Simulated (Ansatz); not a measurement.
# Notes on S

```
S
1.0
     5.36255    3.09607    1.39357
    -5.36255    3.09607    1.39357
     0.00000   -6.19214    1.39358
S
6
Direct
  0.28066 0.16251 0.91818
  0.91818 0.28066 0.16251
  0.16251 0.91818 0.28066
  0.71934 0.83749 0.08182
  0.08182 0.71934 0.83749
  0.83749 0.08182 0.71934
```

The numbers come from plane-wave PAW DFT (Ansatz): r2SCAN, no spin polarisation, 500 eV, 7×7×7 Γ-centred k points, fermi-dirac occupations (width 0.1 eV). Nothing was relaxed.

**Question.** Which atom feels the largest force, and which way?

**Answer.** The largest is on S1 (and as large on other atoms): 2.12 eV/Å, components (-0.45, -1.40, -1.52). It makes 50° with the line to a nearest neighbour, S5 at 2.22 Å.

**Question.** What does the stress say?

**Answer.** The pressure is -7.5 GPa (compression positive), so with the atoms held at these fractions the cell would first shrink; the forces are large, so a full relaxation may end otherwise. The principal stresses -9.3, -9.3, -4.0 GPa differ, so its shape would change too.

**Question.** What is the character of the valence top and the conduction bottom?

**Answer.** Within 0.7 eV of the edges, the states project mainly on S p (96 %) below the gap and on S p (85 %) above it.

**Question.** Metal or insulator? Give the gap.

**Answer.** The gap is 1.71 eV, indirect (the least direct gap found is 1.82 eV).

Origin: a known structure type with other elements, at an estimated volume, so it need not be a known compound. Caveats: atoms or cell far from equilibrium.
